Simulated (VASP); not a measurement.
Runs of VASP 6.6.1 on Au. It takes space group Fm-3m (No. 225, cubic). Conventional cell: a = 4.070 Å, b = 4.070 Å, c = 4.070 Å, α = 90.00°, β = 90.00°, γ = 90.00°. Around Au (site symmetry m-3m) lie 12 Au at 2.88 Å. 

| level | spin | k mesh | pressure (GPa) |
| --- | --- | --- | --- |
| rSCAN | off | 11 × 11 × 11 | (a) |
| SCAN | off | 11 × 11 × 11 | 1.7 |
| r2SCAN | SOC, no magnetisation | 8 × 8 × 8 | (b) |
| r2SCAN | off | 11 × 11 × 11 | 7.2 |
| SCAN | SOC, no magnetisation | 8 × 8 × 8 | 2.2 |

Alike in all rows: task band structure; potentials or basis VASP PAW PBE potentials, release 64 (Au); cell as given; cutoff (eV) 520; smearing fermi-dirac 0.05 eV.

Q: Fill in the values left out.

A: (a) 7.0; (b) 7.1.

Caveats: the PAW data sets were made with another functional, which shifts forces and pressure a little.

Runs at the PBE level aren't shown here.
